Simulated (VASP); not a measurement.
The system is SnO.

```xyz
2
Lattice="3.1208 0.0000 0.0000 0.0000 3.1208 0.0000 0.0000 0.0000 3.1208" Properties=species:S:1:pos:R:3 pbc="T T T"
Sn    0.0000    0.0000    0.0000
O     1.5604    1.5604    1.5604
```

The cell was built by a generator and needn't be a form met in nature.

The cell isn't the ideal one: hydrostatic strain +0.6%.

Base run:

| Quantity | Value |
| --- | --- |
| Program | VASP 6.6.1 |
| Functional | r2SCAN |
| Potentials or basis | VASP PAW PBE potentials, release 64 (Sn_d, O) |
| Cutoff | 520 eV |
| k mesh | 8 × 8 × 8 |
| Occupations | fermi-dirac, width 0.02 eV |
| Spin | no spin polarisation |

Its results: band gap on the k mesh 0.07 eV, indirect (least direct gap 0.20 eV); pressure -1.6 GPa.

The run is repeated on the same cell with these changes: functional from r2SCAN to PBE. What comes out?

Band gap on the k mesh none (metal or under the smearing width); pressure 1.1 GPa.

Caveats: the PAW data sets were made with another functional, which shifts forces and pressure a little (some runs); spin-orbit coupling is left out, which moves the levels of the heavy elements (some runs).

A k mesh can miss the band edges.

Not every run made on this cell is shown here.
